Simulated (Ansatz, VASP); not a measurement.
# Cu: VASP beside Ansatz

```
CELL_PARAMETERS angstrom
2.63136 0.00000 0.00000
-1.31568 2.27882 0.00000
0.00000 0.00000 4.30775
ATOMIC_POSITIONS crystal
Cu 0.33333 0.66667 0.25000
Cu 0.66667 0.33333 0.75000
```

Alike in both runs: task single point; functional RPBE; k mesh 16 × 16 × 8; occupations fermi-dirac, width 0.1 eV; no spin polarisation.

```csv
,VASP,Ansatz
version,VASP 6.6.1,Ansatz 0.2.0
potentials or method,"VASP PAW PBE potentials, release 64 (Cu)","plane waves (420 eV) with PAW, scalar-relativistic"
plane-wave cutoff (eV),520,420
valence electrons in the cell,22,38
```

Ansatz gave:

```
pressure (GPa) : -4.4
```

Question: Estimate VASP's values.

Answer: Pressure (GPa): -3.9.

The two sets of potentials don't hold the same shells in valence.

Caveats: the PAW data sets were made with another functional, which shifts forces and pressure a little (VASP).
